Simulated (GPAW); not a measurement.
The system is Ti.

```
Ti
1.0
     2.95000    0.00000    0.00000
    -1.47500    2.55477    0.00000
     0.00000    0.00000    4.68000
Ti
2
Direct
  0.66667 0.33333 0.75000
  0.33333 0.66667 0.25000
```

| Quantity | Value |
| --- | --- |
| Program | GPAW 26.7.0 |
| Task | relaxation of cell and atoms |
| Functional | LDA |
| Potentials or basis | the program's PAW data sets (release 1.2.1) made for this functional |
| Cutoff | 600 eV |
| Basis | pw |
| k mesh | 10 × 10 × 6 |
| Occupations | fermi-dirac, width 0.05 eV |
| Spin | no spin polarisation |

At the start: pressure -10.3 GPa; volume 17.64 Å³/atom.

Task: Where does the relaxation end?

Result: Over 24 steps the energy falls by 46.7 meV/atom and the volume is 16.04 Å³/atom (-9.0 %); space group P6_3/mmc (No. 194, to 0.05 Å).

The path:
```tsv
step	energy change (eV)	largest force (eV/Å)	pressure (GPa)	volume (Å³)
1	0.0000	0.0000	-10.28	35.27
2	-0.0320	0.0000	-8.70	34.68
3	-0.0739	0.0000	-5.52	33.62
4	-0.0938	0.0000	-0.89	32.30
5	-0.0723	0.0000	4.63	31.01
6	-0.0740	0.0000	4.39	31.06
7	-0.0772	0.0000	3.92	31.16
8	-0.0814	0.0000	3.26	31.31
9	-0.0857	0.0000	2.45	31.49
10	-0.0896	0.0000	1.53	31.71
11	-0.0924	0.0000	0.55	31.94
12	-0.0939	0.0000	-0.42	32.19
13	-0.0939	0.0000	-0.41	32.18
14	-0.0939	0.0000	-0.40	32.18
15	-0.0939	0.0000	-0.39	32.18
16	-0.0939	0.0000	-0.37	32.17
17	-0.0938	0.0000	-0.34	32.17
18	-0.0938	0.0000	-0.32	32.16
19	-0.0938	0.0000	-0.28	32.15
20	-0.0937	0.0000	-0.24	32.14
21	-0.0937	0.0000	-0.20	32.13
22	-0.0936	0.0000	-0.14	32.12
23	-0.0936	0.0000	-0.08	32.10
24	-0.0935	0.0000	0.00	32.08
```

Final structure:
```
CELL_PARAMETERS angstrom
2.86353 0.00000 0.00000
-1.43177 2.47989 0.00000
0.00000 0.00000 4.51776
ATOMIC_POSITIONS crystal
Ti 0.66667 0.33333 0.75000
Ti 0.33333 0.66667 0.25000
```

Caveat: later steps reuse the first step's grids.
